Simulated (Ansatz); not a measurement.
## Redistribution: C3H9N + CH5N → C2H8N2 + C2H6

Species: C3H9N (propylamine) `CCCN`, singlet; CH5N (methylamine) `CN`, singlet; C2H8N2 (ethylenediamine) `NCCN`, singlet; C2H6 (ethane) `CC`, singlet. The partners trade CH3 for NH2; both sit on C, so the bond types are kept.

Shapes, held fixed at every level: PBE0-D4/def2-TZVP. Flexible molecules stand in one conformer, not always the lowest. Programs: Ansatz 0.2.0. Electronic energies: no zero-point or thermal term.

(1) Estimate ΔE of this reaction.

Results:

(1) The highest level, CCSD(T)/CBS estimate, gives ΔE = -8.8 kJ/mol; the levels span -9.8 to -8.7. The column of differences is taken from that level and isn't an error. No measured value is set beside it here. The CBS estimate extrapolates MP2 from def2-TZVPP and def2-QZVPP and adds CCSD(T) − MP2 in the triple-zeta set, cores frozen. Times are processor times on shared x86 and Arm servers, and rough.

```csv
level,kind,ΔE (kJ/mol),less CCSD(T)/CBS estimate,CPU time (sum over the molecules)
HF/def2-TZVPP,Hartree–Fock,-9.4,-0.6,–
r2SCAN-D4/def2-TZVPP,meta-GGA,-9.8,-1.0,37 s
B3LYP-D4/def2-TZVPP,global hybrid,-9.3,-0.5,33 s
PBE0-D4/def2-TZVPP,global hybrid,-8.9,-0.1,23 s
wB97M-V/def2-TZVPP,range-separated hybrid,-9.3,-0.5,78 s
CCSD/def2-TZVPP,coupled cluster or CI,-8.7,+0.1,–
CCSD(T)/CBS estimate,coupled cluster or CI,-8.8,0.0,26 min
```
